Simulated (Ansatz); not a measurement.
The elements of this relaxed crystal are hidden behind letters.

```
lattice vectors (Å)
   4.1971    0.0000    0.0000
  -2.0986    3.6348    0.0000
   0.0000    0.0000    6.8279
fractional positions
X 0.3333 0.6667 0.0042
X 0.6667 0.3333 0.5042
Z 0.3333 0.6667 0.3808
Z 0.6667 0.3333 0.8808
```

The calculation used DFT PBE, scalar-relativistic, plane waves, PAW (Ansatz). The final run on the 4-atom cell used 420 eV, a Γ-centred 12×12×4 mesh, 0.02 eV smearing and no spin polarisation.

* Space group: P6_3mc (No. 186)
* Conventional cell: a = 4.197 Å, c = 6.828 Å
* Volume per atom: 26.04 Å³
* Density: 4.61 g/cm³
* Energy over the elements: −0.660 eV/atom
* Gap on the 12×12×4 mesh of the 4-atom cell: 1.11 eV

Energies are uncorrected and count from the elements' standard states at the same level.

Problem. X is a d-block element of period 5 and Z is a p-block element of period 3. Which elements are they?

Solution. X = Cd, Z = S, so the formula is CdS, here in the wurtzite type. Density times volume gives a mean mass of 4.61 × 26.04/1.6605 = 72.3 u per atom, and this set has 72.2 u. Among the elements that the hints allow, noble gases aside, only these give it. Cd is surrounded by 4 S at 2.57 Å; S has 4 Cd at 2.57 Å.

Kohn–Sham gaps at this level usually fall short of measured ones. A structure relaxed within its symmetry needn't be a true minimum.
